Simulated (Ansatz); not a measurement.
CaO (rocksalt), relaxed with r2SCAN in Ansatz 0.2.0. The symmetry is Fm-3m (No. 225, cubic); conventional cell a = 4.795 Å, 13.78 Å³ an atom. Ca is surrounded by 6 O at 2.40 Å; O is surrounded by 6 Ca at 2.40 Å.

The axes x, y and z are those of this cell:
```yaml
crystal:
  lattice:
    - [0.00000, 2.39755, 2.39755]
    - [2.39755, 0.00000, 2.39755]
    - [2.39755, 2.39755, 0.00000]
  atoms:
    - { symbol: Ca, position: [0.00000, 0.00000, 0.00000] }
    - { symbol: O, position: [0.50000, 0.50000, 0.50000] }
```

Unstrained: With PBE the valence top lies at Γ and the conduction bottom at X, 3.653 eV higher; the smallest vertical gap, at X, is 4.025 eV. With r2SCAN the valence top lies at Γ and the conduction bottom at X, 4.199 eV higher; the smallest vertical gap, at X, is 4.574 eV. The HSE06 gap is indirect, 5.312 eV (Γ to X), below the direct gap of 5.733 eV at X. Meshes: PBE 10×10×10, r2SCAN 10×10×10, HSE06 6×6×6. Strains are changes of length per length. After each strain the atoms were relaxed again with r2SCAN within the symmetry that the strain leaves, so tilts or polar shifts that break it weren't tested; points keep the names that they have in the unstrained zone. Spin-unpolarised throughout; all numbers are computed.

(1) Estimate what isotropic -5.0 % on every length does to the gap.

(2) Estimate what uniaxial +1.0 % along [111], other directions held does to the gap.

(3) One strain changed the r2SCAN stress by xx -7.99, yy -7.99, zz +0.02 GPa (compression positive) and the gap by -0.190 eV (PBE), -0.202 eV (r2SCAN), -0.186 eV (HSE06). Which kind of strain was it, and roughly how large?

(4) One strain changed the r2SCAN stress by xx -4.53, yy -4.53, zz -4.53, xy +2.26, xz +2.26, yz +2.26 GPa (compression positive) and the gap by -0.106 eV (PBE), -0.111 eV (r2SCAN), -0.119 eV (HSE06). Which kind of strain was it, and roughly how large?

(5) One strain changed the r2SCAN stress by xx +18.67, yy +18.67, zz +18.67 GPa (compression positive) and the gap by -0.074 eV (PBE), -0.069 eV (r2SCAN), -0.049 eV (HSE06). Which kind of strain was it, and roughly how large?

## Answers

(1) PBE: the gap goes from 3.653 to 3.545 eV (-0.108 eV). r2SCAN: the gap goes from 4.199 to 4.098 eV (-0.101 eV). HSE06: the gap goes from 5.312 to 5.233 eV (-0.079 eV). The r2SCAN energy rises by 134.1 meV an atom.

(2) PBE: the gap goes from 3.653 to 3.644 eV (-0.009 eV); with r2SCAN the top three valence levels at Γ, degenerate before, become 2+1 from the top over 34 meV. r2SCAN: the gap goes from 4.199 to 4.189 eV (-0.010 eV). HSE06: the gap goes from 5.312 to 5.300 eV (-0.012 eV). The r2SCAN energy rises by 1.0 meV an atom.

(3) Epitaxial +4.0 % in the xy plane, free normal strain -1.89 %. The pattern of the stress gives the kind; the size needs the stiffness, so it is an estimate.

(4) Epitaxial +3.0 % in the plane normal to [111], free normal strain -1.73 %. The pattern of the stress gives the kind; the size needs the stiffness, so it is an estimate.

(5) Isotropic -4.0 % on every length. The pattern of the stress gives the kind; the size needs the stiffness, so it is an estimate.

The meshes of the hybrids are coarse, so their gaps aren't converged to the digits shown.

The splittings at Γ are without spin-orbit coupling, which regroups them where it is of like size or larger.
